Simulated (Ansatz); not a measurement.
The cell is BN in the zincblende structure; cell and atoms were relaxed with r2SCAN. Space group F-43m (No. 216), cubic; conventional cell a = 3.610 Å, 5.88 Å³ an atom. Around B lie 4 N at 1.56 Å; around N lie 4 B at 1.56 Å.

```
CELL_PARAMETERS angstrom
0.00000 1.80483 1.80483
1.80483 0.00000 1.80483
1.80483 1.80483 0.00000
ATOMIC_POSITIONS crystal
B 0.00000 0.00000 0.00000
N 0.25000 0.25000 0.25000
```

The questions ask for values computed with Ansatz on this geometry. No spin polarisation and no zero-point or thermal motion.

Given (12×12×12 mesh): The PBE gap is indirect, 4.48 eV (Γ to X), below the direct gap of 8.85 eV at Γ.

Question: Estimate the gap with r2SCAN on 12×12×12.

Answer: r2SCAN gives an indirect gap of 5.00 eV, from Γ to X; the least direct gap is 9.59 eV at Γ. The gap differs by +0.52 eV from PBE's.

Question: Estimate the gap with HSE06 on 8×8×8.

Answer: With HSE06 the valence top lies at Γ and the conduction bottom at X, 5.79 eV higher; the smallest vertical gap, at Γ, is 10.59 eV. The gap differs by +1.31 eV from PBE's.

Question: How does the gap change from PBE to PBE0 (8×8×8)?

Answer: PBE0 gives an indirect gap of 6.56 eV, from Γ to X; the least direct gap is 11.36 eV at Γ. The gap differs by +2.08 eV from PBE's.

Question: What does G0W0@PBE with 35 empty bands, a screening cutoff of 120 eV and a 6×6×6 mesh give?

Answer: 5.91 eV (PBE's gap over the path plus the quasiparticle shift read on the mesh). The quasiparticle gap on this mesh is 5.91 eV (Γ to X), against 4.47 eV from PBE: +1.44 eV. Renormalisation factors Z lie between 0.80 and 0.85. The G0W0 figures hold for the stated bands, cutoff and mesh and aren't extrapolated.

Question: Roughly how does the cost of the PBE0 run (8×8×8) compare with r2SCAN's (12×12×12)?

Answer: About 12 times as much (30 core-seconds against 2.6 core-seconds, on 2 threads of Arm Neoverse V1, on a shared host).

Question: How strongly does the crystal screen a field with clamped ions (r2SCAN)?

Answer: The electronic dielectric tensor ε∞ is 4.45 in all directions. Born charges, averaged over directions: B +1.98, N -1.98 e.

Question: What do these levels agree on?

Answer: Set against the finite-basis gap of 5.91 eV from G0W0@PBE (35 empty bands, 120 eV, 6×6×6), the closest functional is HSE06, which differs by -0.12 eV. The others: PBE0 +0.65, r2SCAN -0.91, PBE -1.43 eV. The yardstick's own error is a tenth of an eV or more. r2SCAN covers 40 % of the step from PBE to HSE06. All these functionals give a gap of the same kind, indirect.

The meshes of the hybrids are coarse, so their gaps aren't converged to the digits shown.
